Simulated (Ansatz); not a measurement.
# MnAs: do energies and stresses tell the same story?

Theory: DFT PBE, scalar-relativistic, plane waves, PAW (Ansatz 0.2.0).

Settings: cutoff 420 eV, Γ-centred mesh 12×12×8 on the computed 4-atom cell, Gaussian smearing of 0.10 eV; collinear spin from starting moments 3.14 3.14 -0.12 -0.12 μB.

Relaxed cell: P6_3/mmc, a = 3.656 Å, b = 3.656 Å, c = 5.502 Å, α = 90.00°, β = 90.00°, γ = 120.00°, 4 atoms in the primitive cell. Whether it is the stable form of this composition wasn't checked.

Energies at zero smearing and pressures from the stress tensor, at volumes with shape and atoms relaxed:
```tsv
V (Å³/atom)	E − E(first) (meV/atom)	P (GPa)
14.968	0.00	5.45
15.446	-11.57	2.39
15.924	-14.83	-0.02
16.402	-11.85	-1.80
16.879	-4.67	-3.14
```

Task: Check P = −dE/dV between neighbouring volumes, and get the bulk modulus from the pressures alone.

Result: With 1 eV/Å³ = 160.2 GPa:
```json
{"middle V (Å³/atom)": "15.207", "−ΔE/ΔV (GPa)": "3.879", "mean P (GPa)": "3.919"}
{"middle V (Å³/atom)": "15.685", "−ΔE/ΔV (GPa)": "1.096", "mean P (GPa)": "1.182"}
{"middle V (Å³/atom)": "16.163", "−ΔE/ΔV (GPa)": "-1.002", "mean P (GPa)": "-0.911"}
{"middle V (Å³/atom)": "16.640", "−ΔE/ΔV (GPa)": "-2.408", "mean P (GPa)": "-2.471"}
```

The two differ by 0.09 GPa at most. The mean of two end pressures misses the average over a step by about ΔV² P″/12, up to 0.06 GPa here; with that taken off 0.09 GPa remains, from the smearing term (the stress is the derivative of the free energy), the finite cutoff, the mesh or the relaxation's tolerance. The largest site moment goes from 2.56 to 3.13 μB along the series, which bends P(V). Around V = 15.924 Å³/atom, the two neighbours give B = −V ΔP/ΔV = 15.924 × 4.19 / 0.955 = 69.8 GPa, against B0 = 68.6 GPa from the Birch–Murnaghan fit of the energies, which describes these points poorly (B0' = 10.0).

Only parallel moments were tried here.

Only this magnetic start was tried.